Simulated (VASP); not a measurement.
Set up this calculation in VASP 6.6.1, as the native input.

- Task: dielectric tensor
- Functional: LDA
- Potentials or basis: VASP PAW LDA potentials, release 64 (In_d, P)
- Cutoff: 520 eV
- k mesh: 8 × 8 × 8
- Occupations: gaussian, width 0.02 eV
- Spin: no spin polarisation
- Further INCAR settings: ALGO = Fast; EDIFF = 1e-08

The structure of InP lies in POSCAR:

```
InP
1.0
    0.0000000000      2.9343500000      2.9343500000
    2.9343500000      0.0000000000      2.9343500000
    2.9343500000      2.9343500000      0.0000000000
In P
1 1
Direct
    0.0000000000      0.0000000000      0.0000000000
    0.2500000000      0.2500000000      0.2500000000
```

The cell was built by a generator and needn't be a form met in nature.

These files were run (other wordings do the same):

INCAR

```
ALGO = Fast
EDIFF = 1E-8
ENCUT = 520
ISIF = 2
ISMEAR = 0
LASPH = True
LCHARG = False
LEPSILON = True
LREAL = False
LWAVE = False
NELM = 80
PREC = Accurate
SIGMA = 0.02
```

KPOINTS

```
k-points
0
Gamma
  8 8 8
```

Potentials or basis: VASP PAW LDA potentials, release 64 (In_d, P).

The run is started by

```bash
$ cat potpaw_LDA.64/In_d/POTCAR potpaw_LDA.64/P/POTCAR > POTCAR
$ mpirun -np 1 vasp_std > vasp.out
```

Results of the run:

- Band gap on the k mesh: 0.49 eV, direct
- Electronic dielectric tensor (diagonal): 23.03
- Born charges (mean of the diagonal): In +2.65; P -2.65 e

Caveat: the gap is small at this level, which inflates the dielectric constant; spin-orbit coupling is left out, which moves the levels of the heavy elements.

It took 2.3 min on 1 thread of Intel(R) Xeon(R) 6975P-C (Granite Rapids), with other jobs on the host, peak memory 0.3 GiB.
